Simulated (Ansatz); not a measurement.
Input and command of a calculation in Ansatz (plane waves; scalar-relativistic PAW potentials unless the input names others):

```yaml
crystal:
  lattice:
    - [2.863070691, 1.6529946342, 2.356300394]
    - [-2.863070691, 1.6529946342, 2.356300394]
    - [0.0, -3.3059892684, 2.356300394]
  atoms:
    - { symbol: Ba, position: [0.0049545205, 0.0049545205, 0.0049545205] }
    - { symbol: Ti, position: [0.5191875227, 0.5191875227, 0.5191875227] }
    - { symbol: O, position: [0.4671741412, 0.4671741412, 0.9565505585] }
    - { symbol: O, position: [0.4883938465, 0.9777702638, 0.4883938465] }
    - { symbol: O, position: [0.9777702638, 0.4883938465, 0.4883938465] }
basis:
  ecutwfc: 420
kpoints:
  mp_grid: { grid: [6, 6, 6] }
hamiltonian:
  xc: pbe
  pseudopotentials: { kind: nc }
scf:
  occupations: { method: gaussian, width: 0.05 }
output:
  forces: true
  eigenvalues: true
  stress: true
```

```bash
ansatz run input.yaml --threads 1 --pin off --max-ram 2560MiB --backend cpu --events-out ev --progress --plain --runs-dir out
```

Abridged log:
```
Warning: basis.ecutwfc = 420 eV is below the records' recommended 1240 eV, and the density's cutoff is lower with it unless basis.ecutrho_ratio is high enough to keep the records' density cutoff: compare with a run at a higher cutoff
Basis set: ecut = 420 eV, 1333 PW (Γ), exchange–correlation on 60×60×60 points (8 copies of the dense FFT grid, shifted against one another)
Bands: 25, of which v1, the nominal top of the filled ones, is band 20 counted from 1 (19 counted from 0)
Symmetry: 2 space group operations
k-points: 68 of 216 (time reversal used)
SCF iter   1: F=—  HF=-3736.736160 eV  |F-HF|=—  |Δ(HF+E_count)|=         —  Δρ=2.36e-1  dr2=1.97e1  ethr=3.10e-3  ⟨swp⟩=12.6  Hψ=12901  notcnv=0
SCF iter   2: F=—  HF=-3731.105988 eV  |F-HF|=—  |Δ(HF+E_count)|=    5.63e0  Δρ=8.48e-2  dr2=2.24e0  ethr=3.10e-3  ⟨swp⟩=5.3  Hψ=5129  notcnv=0  defer=68
SCF iter   3: F=—  HF=-3730.543096 eV  |F-HF|=—  |Δ(HF+E_count)|=   5.63e-1  Δρ=3.28e-2  dr2=2.82e-1  ethr=3.10e-3  ⟨swp⟩=5.4  Hψ=5463  notcnv=0  defer=68
SCF iter   4: F=—  HF=-3730.498187 eV  |F-HF|=—  |Δ(HF+E_count)|=   4.49e-2  Δρ=6.31e-3  dr2=1.69e-2  ethr=7.05e-4  ⟨swp⟩=6.8  Hψ=5053  notcnv=0  defer=69
SCF iter   5: F=—  HF=-3730.498218 eV  |F-HF|=—  |Δ(HF+E_count)|=   3.02e-5  Δρ=1.87e-3  dr2=2.50e-3  ethr=4.23e-5  ⟨swp⟩=3.0  Hψ=3951  notcnv=0  defer=68
SCF iter   6: F=—  HF=-3730.497924 eV  |F-HF|=—  |Δ(HF+E_count)|=   2.93e-4  Δρ=8.05e-4  dr2=5.21e-4  ethr=6.24e-6  ⟨swp⟩=2.8  Hψ=3348  notcnv=0  defer=68
SCF iter   7: F=—  HF=-3730.497810 eV  |F-HF|=—  |Δ(HF+E_count)|=   1.14e-4  Δρ=2.82e-4  dr2=6.52e-5  ethr=1.30e-6  ⟨swp⟩=3.1  Hψ=2744  notcnv=0  defer=69
SCF iter   8: F=—  HF=-3730.498271 eV  |F-HF|=—  |Δ(HF+E_count)|=   4.61e-4  Δρ=1.22e-4  dr2=7.92e-6  ethr=1.63e-7  ⟨swp⟩=2.8  Hψ=3235  notcnv=0  defer=68
SCF iter   9: F=—  HF=-3730.498269 eV  |F-HF|=—  |Δ(HF+E_count)|=   1.73e-6  Δρ=3.22e-5  dr2=4.16e-7  ethr=1.98e-8  ⟨swp⟩=3.2  Hψ=2858  notcnv=0  defer=68
SCF iter  10: F=-3730.498269 eV  HF=-3730.498269 eV  |F-HF|=2.56e-8  |Δ(HF+E_count)|=   2.22e-8  Δρ=8.50e-6  dr2=3.33e-8  ethr=2.50e-10  ⟨swp⟩=19.3  Hψ=13532  notcnv=0
SCF 1 converged in 10 iterations: F = -3730.498269 eV  dr2 = 3.33e-8
SCF converged after 10 iterations
Free energy (F): -3730.498269 eV
Harris-Foulkes:  -3730.498269 eV  (|F-HF|=2.56e-8)
Internal energy: -3730.498269 eV  (E = F + TS)
E sigma→0 (E₀):  -3730.498269 eV
Fermi energy:    12.518746 eV
--- Forces (eV/Å), atoms counted from 1 ---
  atom   1  Ba     0.00000000    -0.05050382    -0.05694531
  atom   2  Ti     0.00000000     1.02547927    -4.31730272
  atom   3  O      0.00000000    -3.22567120     2.40278825
  atom   4  O     -1.57798680     1.12517334     0.98586460
  atom   5  O      1.57798680     1.12517334     0.98586460
--- Stress (GPa, compression-positive) ---
       10.134288       0.000000       0.000000
        0.000000      16.675180      -3.232576
        0.000000      -3.232576       9.208420
  P = ⅓ Tr σ = 12.0060 GPa (120.060 kbar)
```

Apart from outputs and empty bands, the input differs from a reference run on usual settings in hamiltonian.pseudopotentials: not typed → {"kind": "nc"}. The reference, at the same geometry (not necessarily relaxed), gave pressure 2.09 GPa, largest force 1.194 eV/Å, gap on the mesh 2.76 eV. This run converged in 10 SCF iterations (reference: 6) with a total energy on another zero, pressure 12.01 GPa, largest force 4.437 eV/Å, gap on the mesh 3.69 eV. Its cutoff is looser than usual. The Hamiltonian differs as well, so the change in the result can't be put down to that alone.

It took 17 s on 1 thread of Arm Neoverse V2, on a shared host, peak memory 0.31 GiB.